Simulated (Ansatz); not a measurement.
# AsP (NiAs type): how the settings move a relaxation

Aim: see which settings change the result for AsP (NiAs type), by how much, and at what cost.

Computed with Ansatz 0.2.0 (reference: DFT, PBEsol, PAW with Ansatz's default frozen-core files, scalar-relativistic, unless a step's input says otherwise).

## (1) The structure to begin with

Symmetry: P6_3/mmc, No. 194, hexagonal system. Conventional cell: a = 3.396 Å, b = 3.396 Å, c = 5.094 Å, α = 90.00°, β = 90.00°, γ = 120.00°. As (site symmetry -3m) has 6 P at 2.34 Å and 2 As at 2.55 Å as nearest neighbours. P (site symmetry -6m2) has 6 As at 2.34 Å as nearest neighbours.

Structure file:

```xyz
4
Lattice="3.3960 0.0000 0.0000 -1.6980 2.9410 0.0000 0.0000 0.0000 5.0940" Properties=species:S:1:pos:R:3 pbc="T T T"
As    0.0000    0.0000    0.0000
As    0.0000    0.0000    2.5470
P     0.0000    1.9607    1.2735
P     1.6980    0.9803    3.8205
```

## (2) Reference

input.yaml

```yaml
crystal:
  lattice:
    - [3.3960163224, 0.0, 0.0]
    - [-1.6980081612, 2.9410364069, 0.0]
    - [0.0, 0.0, 5.0940244836]
  atoms:
    - { symbol: As, position: [0.0, 0.0, 0.0] }
    - { symbol: As, position: [0.0, 0.0, 0.5] }
    - { symbol: P, position: [0.3333333333, 0.6666666667, 0.25] }
    - { symbol: P, position: [0.6666666667, 0.3333333333, 0.75] }
kpoints:
  mp_grid: { grid: [12, 12, 7] }
scf:
  occupations: { method: fermi_dirac, width: 0.05 }
hamiltonian:
  xc: pbesol
  pseudopotentials: { kind: paw }
output:
  forces: true
  stress: true
relax:
  f_tol: 0.005
  max_steps: 80
  cell: {}
```

Command:

```bash
> ansatz run input.yaml --threads 1 --pin off --max-ram 3072MiB --backend cpu --events-out ev --progress --plain --runs-dir out
```

## (3) Changed: occupations.method gaussian

input.yaml: that of step 2 with these lines changed.

```diff
@@ -13,3 +13,3 @@
 scf:
-  occupations: { method: fermi_dirac, width: 0.05 }
+  occupations: { method: gaussian, width: 0.05 }
 hamiltonian:
```

## (4) Variant: preconditioner kerker_dos, xc lda

input.yaml: that of step 2 with these lines changed.

```diff
@@ -14,4 +14,5 @@
   occupations: { method: fermi_dirac, width: 0.05 }
+  mixing: { preconditioner: kerker_dos }
 hamiltonian:
-  xc: pbesol
+  xc: lda
   pseudopotentials: { kind: paw }
```

Before running it: what results should come out? Wanted: for each run, ending; energy change; pressure; gap; force.

As calculated:

| run | ending | energy change | pressure (GPa) | gap (eV) | force (eV/Å) | cycles | time |
| --- | --- | --- | --- | --- | --- | --- | --- |
| reference | converged | 0 | 0.0 | 0.00 | 0.00 | 77 | 56 s |
| 1: occupations.method gaussian | converged | 0.0 meV/atom (σ→0) | 0.0 | 0.00 | 0.00 | - | 55 s |
| 2: preconditioner kerker_dos, xc lda | converged | not comparable | 0.0 | 0.00 | 0.00 | 70 | 48 s |

**Reading.** «occupations.method gaussian» leaves the energy as it was. Semilocal functionals close small gaps, so the missing gap need not be the real solid's.
